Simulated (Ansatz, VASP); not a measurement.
**Os: VASP beside Ansatz**

```
CELL_PARAMETERS angstrom
2.75278 0.00000 0.00000
-1.37639 2.38398 0.00000
0.00000 0.00000 4.35091
ATOMIC_POSITIONS crystal
Os 0.00000 0.00000 0.00000
Os 0.33333 0.66667 0.50000
```

Alike in both runs: functional PBE; k mesh 18 × 18 × 10; occupations gaussian, width 0.1 eV; no spin polarisation.

Ansatz relaxed the structure, and its values are those at the end. VASP's run is a single point on that final structure, the one shown.

```csv
,VASP,Ansatz
version,VASP 6.6.1,Ansatz 0.2.0
potentials or method,"VASP PAW PBE potentials, release 64 (Os)","scalar-relativistic, plane waves, PAW"
plane-wave cutoff (eV),520,420
valence electrons in the cell,16,32
```

```tsv
	VASP	Ansatz	Ansatz less VASP
gap on the k mesh at the Fermi level (eV)	none	none	-
pressure (GPa)	-0.2	0.0	+0.16
```

A gap of «none» marks a metal or a gap that the smearing closes. The two sets of potentials don't hold the same shells in valence.

The runs have no spin-orbit coupling, so splittings on Os are missing.
